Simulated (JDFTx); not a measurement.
# PbS (Galena): band structure with LDA

The system is PbS (Galena).

```xyz
2
Lattice="0.0000 2.8420 2.8420 2.8420 0.0000 2.8420 2.8420 2.8420 0.0000" Properties=species:S:1:pos:R:3 pbc="T T T"
Pb    0.0000    0.0000    0.0000
S     2.8420    2.8420    2.8420
```

```yaml
Program: JDFTx 1.7.0 (patched build)
Task: band structure
Functional: LDA
Potentials_or_basis: PseudoDojo-FR-PBE-0.4-standard with smoothed tails
Cutoff: 789 eV
Density_cutoff: 6313 eV
k_mesh: 6 × 6 × 6
Occupations: fermi-dirac, width 0.05 eV
Spin: spin-orbit coupling, no magnetisation
Band_ratio_of_the_Davidson_solver: 1.3
Local_potential_set_to_-Z/r_beyond: 6 bohr
Bands: 32
Density_cutoff_over_wavefunction_cutoff: 8
Max_SCF_steps: 30
SCF_threshold_on_the_energy: 1e-06 Ha
Solver_of_the_electrons: minimize
Further_solve_for_the_empty_bands: no
Start: density of an earlier self-consistent run, held fixed
Path: G-X-W-K-G-L-U-W-L-K-U-X
```

```yaml
Band_gap_along_the_path: 0.60 eV, direct
```

Levels at the corners of the path, in eV from the valence-band top:
| point | band 16 | band 17 | band 18 | band 19 | band 20 | band 21 | band 22 | band 23 | band 24 | band 25 |
| --- | --- | --- | --- | --- | --- | --- | --- | --- | --- | --- |
| Γ | -2.60 | -2.20 | -2.20 | -2.20 | -2.20 | 4.14 | 4.14 | 6.79 | 6.79 | 6.79 |
| X | -5.96 | -4.02 | -4.02 | -3.66 | -3.66 | 3.75 | 3.75 | 5.41 | 5.41 | 6.81 |
| W | -5.21 | -4.84 | -4.84 | -0.71 | -0.71 | 2.25 | 2.25 | 5.02 | 5.02 | 5.20 |
| K | -5.46 | -3.26 | -3.26 | -2.48 | -2.48 | 3.47 | 3.47 | 4.61 | 4.61 | 5.79 |
| Γ | -2.60 | -2.20 | -2.20 | -2.20 | -2.20 | 4.14 | 4.14 | 6.79 | 6.79 | 6.79 |
| L | -1.76 | -1.76 | -1.76 | -0.03 | -0.03 | 0.75 | 0.75 | 1.65 | 1.65 | 2.61 |
| U | -5.46 | -3.26 | -3.26 | -2.48 | -2.48 | 3.47 | 3.47 | 4.61 | 4.61 | 5.79 |
| W | -5.21 | -4.84 | -4.84 | -0.71 | -0.71 | 2.25 | 2.25 | 5.02 | 5.02 | 5.20 |
| L | -1.76 | -1.76 | -1.76 | -0.03 | -0.03 | 0.75 | 0.75 | 1.65 | 1.65 | 2.61 |
| K | -5.46 | -3.26 | -3.26 | -2.48 | -2.48 | 3.47 | 3.47 | 4.61 | 4.61 | 5.79 |
| U | -5.46 | -3.26 | -3.26 | -2.48 | -2.48 | 3.47 | 3.47 | 4.61 | 4.61 | 5.79 |
| X | -5.96 | -4.02 | -4.02 | -3.66 | -3.66 | 3.75 | 3.75 | 5.41 | 5.41 | 6.81 |

Run time: 63 s on 1 thread of Intel(R) Xeon(R) 6975P-C (Granite Rapids), on a shared host, peak memory 0.18 GiB.
